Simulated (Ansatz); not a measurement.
## ⁹¹Zr NMR of the central transition in Zr3N4

Cell: a COD entry, ions relaxed with PBE at fixed cell.

```cif
data_Zr3N4
_symmetry_space_group_name_H-M 'I-43d'
_symmetry_Int_Tables_number 220
_cell_length_a 6.7400
_cell_length_b 6.7400
_cell_length_c 6.7400
_cell_angle_alpha 90.000
_cell_angle_beta 90.000
_cell_angle_gamma 90.000
loop_
_atom_site_label
_atom_site_type_symbol
_atom_site_symmetry_multiplicity
_atom_site_Wyckoff_symbol
_atom_site_fract_x
_atom_site_fract_y
_atom_site_fract_z
Zr Zr 12 a 0.3750 0.0000 0.2500
N N 16 c 0.0687 0.0687 0.0687
```

One atom of each set is listed; the run and its k-mesh use a cell of 14 atoms with edges of 5.84, 5.84, 5.84 Å.

Method: Kohn–Sham DFT in Ansatz, LDA, plane waves and PAW, scalar-relativistic, 420 eV cutoff, Γ-centred 6×6×6 k-points, Fermi–Dirac smearing 0.02 eV.

⁹¹Zr has I = 5/2 and Q = -176.0 mb (Pyykkö 2018); at 23.5 T its Larmor frequency is ν₀ = 93.4 MHz. Only the quadrupole interaction is simulated: positions count from each site's isotropic chemical shift, and shift anisotropy, dipolar and J coupling are left out.

Q: Simulate the second-order pattern (static powder, Gaussian broadening 10 kHz) of site Zr (8 N at 2.23–2.44 Å).

A: The calculation gives C_Q = -43.2 MHz and η = 0.00, so ν_Q = 6.48 MHz and the centre of gravity lies at -1285 ppm (-120 kHz).

| offset (kHz) | height |
| --- | --- |
| -440.9 | 0 |
| -422.8 | 0 |
| -404.7 | 67 |
| -386.6 | 100 |
| -368.4 | 59 |
| -350.3 | 48 |
| -332.2 | 41 |
| -314.1 | 36 |
| -295.9 | 34 |
| -277.8 | 32 |
| -259.7 | 30 |
| -241.6 | 28 |
| -223.4 | 28 |
| -205.3 | 26 |
| -187.2 | 26 |
| -169.1 | 25 |
| -150.9 | 25 |
| -132.8 | 24 |
| -114.7 | 24 |
| -96.6 | 25 |
| -78.4 | 23 |
| -60.3 | 24 |
| -42.2 | 23 |
| -24.1 | 23 |
| -5.9 | 23 |
| 12.2 | 18 |
| 30.3 | 19 |
| 48.4 | 19 |
| 66.6 | 20 |
| 84.7 | 21 |
| 102.8 | 22 |
| 120.9 | 23 |
| 139.1 | 26 |
| 157.2 | 29 |
| 175.3 | 33 |
| 193.4 | 42 |
| 211.6 | 71 |
| 229.7 | 47 |
| 247.8 | 0 |
| 265.9 | 0 |

An axis of threefold or higher order runs through Zr, so V_zz lies along it and η is zero.

At this cell the LDA pressure is -9 GPa, so with LDA the cell would shrink if it were relaxed. Without spin–orbit coupling (the program notes it for Zr) the gradients can shift somewhat, as the gap is small.
